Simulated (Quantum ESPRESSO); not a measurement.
# GaP (F-43m) in Quantum ESPRESSO: further runs

One crystal, GaP, is run at these levels: PBE; tasks: phonons.

All numbers are computed with Quantum ESPRESSO 7.5; they aren't measurements. Logs are shortened: lines on timing, memory, paths and dates and some standing lists are left out, and cuts for length are marked.

### 1 Starting point

The structure is cubic, space group F-43m (No. 216). Conventional cell: a = 5.451 Å, b = 5.451 Å, c = 5.451 Å, α = 90.00°, β = 90.00°, γ = 90.00°. Around Ga (site symmetry -43m) lie 4 P at 2.36 Å. P (site symmetry -43m) is surrounded by 4 Ga at 2.36 Å.

### 2 Phonons, PBE, target pressure 25 GPa, at which the enthalpy is minimised

The input, pw.in:

```
&CONTROL
  calculation = 'scf'
  prefix = 'pwscf'
  outdir = './tmp'
  pseudo_dir = './pseudo'
  tprnfor = .true.
  tstress = .true.
  disk_io = 'low'
/
&SYSTEM
  ibrav = 0
  nat = 2
  ntyp = 2
  ecutwfc = 56
  ecutrho = 448
  nbnd = 19
  occupations = 'smearing'
  smearing = 'fd'
  degauss = 0.00367493
/
&ELECTRONS
  conv_thr = 4d-10
  electron_maxstep = 120
  mixing_beta = 0.5
/
ATOMIC_SPECIES
Ga    69.7230 ga_pbe_v1.4.uspp.F.UPF
P     30.9738 p_pbe_v1.5.uspp.F.UPF
CELL_PARAMETERS angstrom
   0.0000000000    2.7252500000    2.7252500000
   2.7252500000    0.0000000000    2.7252500000
   2.7252500000    2.7252500000    0.0000000000
ATOMIC_POSITIONS crystal
Ga     0.0000000000    0.0000000000    0.0000000000
P      0.7500000000    0.7500000000    0.7500000000
K_POINTS automatic
6 6 6 1 1 1
```

The input, relax.in:

```
&CONTROL
  calculation = 'vc-relax'
  prefix = 'pwscf'
  outdir = './tmp'
  pseudo_dir = './pseudo'
  tprnfor = .true.
  tstress = .true.
  disk_io = 'low'
  nstep = 40
  forc_conv_thr = 0.0001
  etot_conv_thr = 1d-06
/
&SYSTEM
  ibrav = 0
  nat = 2
  ntyp = 2
  ecutwfc = 56
  ecutrho = 448
  nbnd = 19
  occupations = 'smearing'
  smearing = 'fd'
  degauss = 0.00367493
/
&ELECTRONS
  conv_thr = 4d-10
  electron_maxstep = 120
  mixing_beta = 0.5
/
&IONS
  ion_dynamics = 'bfgs'
/
&CELL
  cell_dynamics = 'bfgs'
  press = 250
  press_conv_thr = 0.2
/
ATOMIC_SPECIES
Ga    69.7230 ga_pbe_v1.4.uspp.F.UPF
P     30.9738 p_pbe_v1.5.uspp.F.UPF
CELL_PARAMETERS angstrom
   0.0000000000    2.7252500000    2.7252500000
   2.7252500000    0.0000000000    2.7252500000
   2.7252500000    2.7252500000    0.0000000000
ATOMIC_POSITIONS crystal
Ga     0.0000000000    0.0000000000    0.0000000000
P      0.7500000000    0.7500000000    0.7500000000
K_POINTS automatic
6 6 6 1 1 1
```

The input, scf2.in:

```
&CONTROL
  calculation = 'scf'
  prefix = 'pwscf'
  outdir = './tmp'
  pseudo_dir = './pseudo'
  tprnfor = .true.
  tstress = .true.
  disk_io = 'low'
/
&SYSTEM
  ibrav = 0
  nat = 2
  ntyp = 2
  ecutwfc = 56
  ecutrho = 448
  nbnd = 19
  occupations = 'fixed'
/
&ELECTRONS
  conv_thr = 1d-13
  electron_maxstep = 120
  mixing_beta = 0.5
  startingpot = 'file'
  startingwfc = 'file'
/
ATOMIC_SPECIES
Ga    69.7230 ga_pbe_v1.4.uspp.F.UPF
P     30.9738 p_pbe_v1.5.uspp.F.UPF
CELL_PARAMETERS angstrom
   0.0000000000    2.5691119499    2.5691119499
   2.5691119499    0.0000000000    2.5691119499
   2.5691119499    2.5691119499    0.0000000000
ATOMIC_POSITIONS crystal
Ga     0.0000000000    0.0000000000    0.0000000000
P      0.7500000000    0.7500000000    0.7500000000
K_POINTS automatic
6 6 6 1 1 1
```

The input, ph.in:

```
phonons of GaP
&INPUTPH
  prefix = 'pwscf'
  outdir = './tmp'
  tr2_ph = 1d-18
  fildyn = 'dyn'
  niter_ph = 90
  alpha_mix(1) = 0.7
  epsil = .true.
/
0.0000000000 0.0000000000 0.0000000000
```

The input, dynmat.in:

```
&INPUT
  fildyn = 'dyn'
  asr = 'crystal'
  lperm = .true.
  filout = 'dynmat.disp'
  fileig = 'dynmat.eig'
/
```

The input, dynmat_lo.in:

```
&INPUT
  fildyn = 'dyn'
  asr = 'crystal'
  filout = 'dynmat_lo.disp'
  fileig = 'dynmat_lo.eig'
  q(1) = 0
  q(2) = 0
  q(3) = 1
/
```

Potentials or basis: GBRV 1.5 PBE.

Run with:

```console
OMP_NUM_THREADS=1 mpirun -n 4 pw.x -nk 4 -in pw.in > pw.out
OMP_NUM_THREADS=1 mpirun -n 4 pw.x -nk 4 -in relax.in > relax.out
OMP_NUM_THREADS=1 mpirun -n 4 pw.x -nk 4 -in scf2.in > scf2.out
OMP_NUM_THREADS=1 mpirun -n 4 ph.x -nk 4 -in ph.in > ph.out
OMP_NUM_THREADS=1 mpirun -n 1 dynmat.x -in dynmat.in > dynmat.out
OMP_NUM_THREADS=1 mpirun -n 1 dynmat.x -in dynmat_lo.in > dynmat_lo.out
```

pw.out:

```text
This program is part of the open-source Quantum ESPRESSO suite
     for quantum simulation of materials; please cite
[... 6 lines left out ...]
     using ibrav=0 with symmetry is DISCOURAGED, use correct ibrav instead

     K-points division:     npool     =       4
     Subspace diagonalization in iterative solution of the eigenvalue problem:
     a serial algorithm will be used

     G-vector sticks info
     --------------------
     sticks:   dense  smooth     PW     G-vecs:    dense   smooth      PW
     Sum        1639     823    253                43799    15473    2685

     Using Slab Decomposition

     bravais-lattice index     =            0
     lattice parameter (alat)  =       7.2832  a.u.
     unit-cell volume          =     273.1780 (a.u.)^3
     number of atoms/cell      =            2
     number of atomic types    =            2
     number of electrons       =        24.00
     number of Kohn-Sham states=           19
     kinetic-energy cutoff     =      56.0000  Ry
     charge density cutoff     =     448.0000  Ry
     scf convergence threshold =      4.0E-10
     mixing beta               =       0.5000
     number of iterations used =            8  plain     mixing
     Exchange-correlation=  SLA  PW   PBX  PBC
                           (   1   4   3   4   0   0   0)

     celldm(1)=   7.283166  celldm(2)=   0.000000  celldm(3)=   0.000000
     celldm(4)=   0.000000  celldm(5)=   0.000000  celldm(6)=   0.000000

     crystal axes: (cart. coord. in units of alat)
               a(1) = (   0.000000   0.707107   0.707107 )
               a(2) = (   0.707107   0.000000   0.707107 )
               a(3) = (   0.707107   0.707107   0.000000 )

     reciprocal axes: (cart. coord. in units 2 pi/alat)
               b(1) = ( -0.707107  0.707107  0.707107 )
               b(2) = (  0.707107 -0.707107  0.707107 )
               b(3) = (  0.707107  0.707107 -0.707107 )

     PseudoPot. # 1 for Ga read from file:
     ga_pbe_v1.4.uspp.F.UPF
     Pseudo is Ultrasoft + core correction, Zval = 19.0
     Generated by new atomic code, or converted to UPF format
     Using radial grid of  871 points,  6 beta functions with:
                l(1) =   0
                l(2) =   0
                l(3) =   1
                l(4) =   1
                l(5) =   2
                l(6) =   2
     Q(r) pseudized with  8 coefficients,  rinner =    1.250   1.250   1.250
                                                       1.250   1.250

     PseudoPot. # 2 for P  read from file:
     p_pbe_v1.5.uspp.F.UPF
     Pseudo is Ultrasoft + core correction, Zval =  5.0
     Generated by new atomic code, or converted to UPF format
     Using radial grid of  903 points,  6 beta functions with:
                l(1) =   0
                l(2) =   0
                l(3) =   1
                l(4) =   1
                l(5) =   2
                l(6) =   2
     Q(r) pseudized with  8 coefficients,  rinner =    1.300   1.300   1.300
                                                       1.300   1.300

     atomic species   valence    mass     pseudopotential
     Ga               19.00    69.72300     Ga( 1.00)
     P                 5.00    30.97380     P ( 1.00)

     24 Sym. Ops. (no inversion) found

   Cartesian axes

     site n.     atom                  positions (alat units)
         1        Ga     tau(   1) = (   0.0000000   0.0000000   0.0000000  )
         2        P      tau(   2) = (   1.0606602   1.0606602   1.0606602  )

     number of k points=    28  Fermi-Dirac smearing, width (Ry)=  0.0037
                       cart. coord. in units 2pi/alat
        k(    1) = (   0.0589256   0.0589256   0.0589256), wk =   0.0185185
        k(    2) = (   0.1767767   0.1767767  -0.0589256), wk =   0.0555556
        k(    3) = (   0.2946278   0.2946278  -0.1767767), wk =   0.0555556
        k(    4) = (  -0.2946278  -0.2946278   0.4124790), wk =   0.0555556
        k(    5) = (  -0.1767767  -0.1767767   0.2946278), wk =   0.0555556
        k(    6) = (  -0.0589256  -0.0589256   0.1767767), wk =   0.0555556
[... 20 lines left out ...]
        k(   27) = (   0.2946278   0.2946278   0.2946278), wk =   0.0185185
        k(   28) = (  -0.2946278  -0.2946278   0.8838835), wk =   0.0555556

     Dense  grid:    43799 G-vectors     FFT dimensions: (  50,  50,  50)

     Smooth grid:    15473 G-vectors     FFT dimensions: (  36,  36,  36)

     Initial potential from superposition of free atoms

     starting charge      22.9998, renormalised to      24.0000
     Starting wfcs are   16 randomized atomic wfcs +    3 random wfcs

     Self-consistent Calculation

     iteration #  1     ecut=    56.00 Ry     beta= 0.50
     Davidson diagonalization with overlap
     ethr =  1.00E-02,  avg # of iterations =  7.2

     total energy              =    -426.95686257 Ry
     estimated scf accuracy    <       7.58796265 Ry

     iteration #  2     ecut=    56.00 Ry     beta= 0.50
     Davidson diagonalization with overlap
     ethr =  1.00E-02,  avg # of iterations =  2.3
[... 64 lines left out ...]
     total energy              =    -430.92356548 Ry
     estimated scf accuracy    <          9.7E-10 Ry

     iteration # 12     ecut=    56.00 Ry     beta= 0.50
     Davidson diagonalization with overlap
     ethr =  4.06E-12,  avg # of iterations =  2.6

     End of self-consistent calculation

          k = 0.0589 0.0589 0.0589 (  1937 PWs)   bands (ev):

   -86.3039 -86.3039 -86.3039  -6.7607  -6.7518  -6.7518  -6.6533  -6.6533
    -4.6822   6.8227   7.6119   7.6119  10.0391  11.7834  11.7834  11.8128
    16.9803  17.1050  17.1050

          k = 0.1768 0.1768-0.0589 (  1938 PWs)   bands (ev):

   -86.3039 -86.3039 -86.3039  -6.7899  -6.7432  -6.7397  -6.6557  -6.6506
    -4.2139   4.7506   6.5561   7.4035  10.5100  12.1578  12.2365  13.3765
    15.9894  17.0825  18.3862
[... 79 lines left out ...]
          k =-0.6482 0.0589 0.0589 (  1934 PWs)   bands (ev):

   -86.3039 -86.3039 -86.3039  -6.8714  -6.6932  -6.6899  -6.6853  -6.6328
    -1.9066   1.1385   4.7924   5.1195   9.5050  10.0351  17.3504  17.5645
    18.9416  19.7621  20.7921

          k =-0.5303 0.1768-0.0589 (  1937 PWs)   bands (ev):

   -86.3039 -86.3039 -86.3039  -6.8540  -6.7098  -6.7013  -6.6743  -6.6384
    -2.4462   1.8590   4.6072   5.3378  10.3664  11.5157  14.2888  16.1926
    18.0806  20.1505  20.5874

          k =-0.4125 0.0589 0.0589 (  1937 PWs)   bands (ev):

   -86.3039 -86.3039 -86.3039  -6.8373  -6.7150  -6.7138  -6.6731  -6.6398
    -3.3369   3.2222   5.6102   5.7870   9.9363  11.2595  14.5446  14.9745
    16.7242  18.7804  20.9599
[... 55 lines left out ...]
          k =-0.2946-0.2946 0.8839 (  1939 PWs)   bands (ev):

   -86.3039 -86.3039 -86.3039  -6.8418  -6.7243  -6.7185  -6.6529  -6.6472
    -2.4825   1.2919   4.9613   6.2658  10.5343  12.4552  13.3747  15.8903
    17.8069  18.0344  19.7113

     the Fermi energy is     8.5300 ev

!    total energy              =    -430.92356548 Ry
     estimated scf accuracy    <          1.2E-12 Ry
     smearing contrib. (-TS)   =      -0.00000000 Ry
     internal energy E=F+TS    =    -430.92356548 Ry

     The total energy is F=E-TS. E is the sum of the following terms:
     one-electron contribution =    -396.46856830 Ry
     hartree contribution      =     206.66590098 Ry
     xc contribution           =     -54.50599454 Ry
     ewald contribution        =    -186.61490361 Ry

     convergence has been achieved in  12 iterations

     Forces acting on atoms (cartesian axes, Ry/au):

     atom    1 type  1   force =     0.00000000   -0.00000000    0.00000000
     atom    2 type  2   force =     0.00000000    0.00000000    0.00000000

     Total force =     0.000000     Total SCF correction =     0.000000

     Computing stress (Cartesian axis) and pressure

          total   stress  (Ry/bohr**3)                   (kbar)     P=       24.94
   0.00016953   0.00000000   0.00000000           24.94        0.00        0.00
  -0.00000000   0.00016953   0.00000000           -0.00       24.94        0.00
   0.00000000  -0.00000000   0.00016953            0.00       -0.00       24.94

=------------------------------------------------------------------------------=
   JOB DONE.
=------------------------------------------------------------------------------=
```

relax.out:

```text
This program is part of the open-source Quantum ESPRESSO suite
     for quantum simulation of materials; please cite
[... 6 lines left out ...]
     using ibrav=0 with symmetry is DISCOURAGED, use correct ibrav instead

     K-points division:     npool     =       4
[... 2196 lines left out ...]
   0.00170979  -0.00000000  -0.00000000          251.52       -0.00       -0.00
  -0.00000000   0.00170979   0.00000000           -0.00      251.52        0.00
  -0.00000000   0.00000000   0.00170979           -0.00        0.00      251.52

=------------------------------------------------------------------------------=
   JOB DONE.
=------------------------------------------------------------------------------=
```

scf2.out:

```text
This program is part of the open-source Quantum ESPRESSO suite
     for quantum simulation of materials; please cite
[... 6 lines left out ...]
     using ibrav=0 with symmetry is DISCOURAGED, use correct ibrav instead

     K-points division:     npool     =       4
[... 329 lines left out ...]
   0.00170974   0.00000000   0.00000000          251.51        0.00        0.00
   0.00000000   0.00170974   0.00000000            0.00      251.51        0.00
   0.00000000   0.00000000   0.00170974            0.00        0.00      251.51

=------------------------------------------------------------------------------=
   JOB DONE.
=------------------------------------------------------------------------------=
```

Wall time 8.1 min (4 MPI ranks of AMD EPYC (Zen 3), shared host); peak memory 0.52 GiB.

What came out:

* Free energy: -5862.5120 eV
* Relaxed volume: 16.96 Å³/atom
* Relaxed cell: a = 3.633 Å, b = 3.633 Å, c = 3.633 Å, α = 60.00°, β = 60.00°, γ = 60.00°
* Space group after relaxing (to 0.05 Å): F-43m (No. 216)
* Pressure after relaxing: 25.2 GPa
* Electronic dielectric tensor (diagonal): 9.72
* Born charges (mean of the diagonal): Ga +1.87; P -1.87 e
* Highest phonon frequency at Γ, LO-TO splitting left out: 441 cm⁻¹
* Static dielectric tensor (diagonal): 10.94

Step by step:
| step | energy change (eV) | largest force (eV/Å) | pressure (GPa) | volume (Å³) |
| --- | --- | --- | --- | --- |
| 1 | 0.0000 | 0.0000 | 2.49 | 40.48 |
| 2 | 0.2348 | 0.0000 | 15.60 | 36.01 |
| 3 | 0.5870 | 0.0000 | 27.89 | 33.37 |
| 4 | 0.4910 | 0.0000 | 24.78 | 33.96 |
| 5 | 0.4976 | 0.0000 | 25.00 | 33.91 |
| 6 | 0.4977 | 0.0000 | 25.00 | 33.91 |

Final structure:
```cif
data_structure
_symmetry_space_group_name_H-M 'P 1'
_symmetry_Int_Tables_number 1
_cell_length_a 3.6333
_cell_length_b 3.6333
_cell_length_c 3.6333
_cell_angle_alpha 60.000
_cell_angle_beta 60.000
_cell_angle_gamma 60.000
_cell_volume 33.91
loop_
_atom_site_label
_atom_site_type_symbol
_atom_site_fract_x
_atom_site_fract_y
_atom_site_fract_z
_atom_site_occupancy
Ga1 Ga 0.00000 0.00000 0.00000 1
P1 P 0.75000 0.75000 0.75000 1
```

Levels at points of the mesh, in eV from the valence-band top:
| k point | band 10 | band 11 | band 12 | band 13 | band 14 | band 15 |
| --- | --- | --- | --- | --- | --- | --- |
| (0.08, 0.08, 0.08) | -0.77 | 0.00 | 0.00 | 3.56 | 4.15 | 4.15 |

Phonon frequencies in cm⁻¹ (negative: imaginary):
```csv
q point,frequencies
"(0.000, 0.000, 0.000)",4 4 4 441 441 441
```

Electronic dielectric tensor:
```
9.72 0.00 0.00
0.00 9.72 0.00
0.00 0.00 9.72
```

Born effective charge tensors (e):
atom 1, Ga
```
1.87 0.00 0.00
0.00 1.87 0.00
0.00 0.00 1.87
```
atom 2, P
```
-1.87  0.00  0.00
 0.00 -1.87  0.00
 0.00  0.00 -1.87
```

Optical modes at Γ, degenerate ones joined, polar ones without the macroscopic field:
| cm⁻¹ | components | symmetry | active in | IR intensity, summed ((D/Å)²/amu) |
| --- | --- | --- | --- | --- |
| 441 | 3 | T2 | IR and Raman | 11.31 |

Zone-centre frequencies without and with the macroscopic field along z (cm⁻¹):
```csv
,optical modes in rising order
without,441 441 441
with the field,441 441 468
```

Static dielectric tensor, electrons and zone-centre modes:
```
10.94  0.00  0.00
 0.00 10.94  0.00
 0.00  0.00 10.94
```

Caveat: the volume moved by over 15 % at a fixed basis, so the end points are rough; the cell is more than 3 GPa from zero pressure, which shifts response properties.

(Part 1 of 3 ends here.)
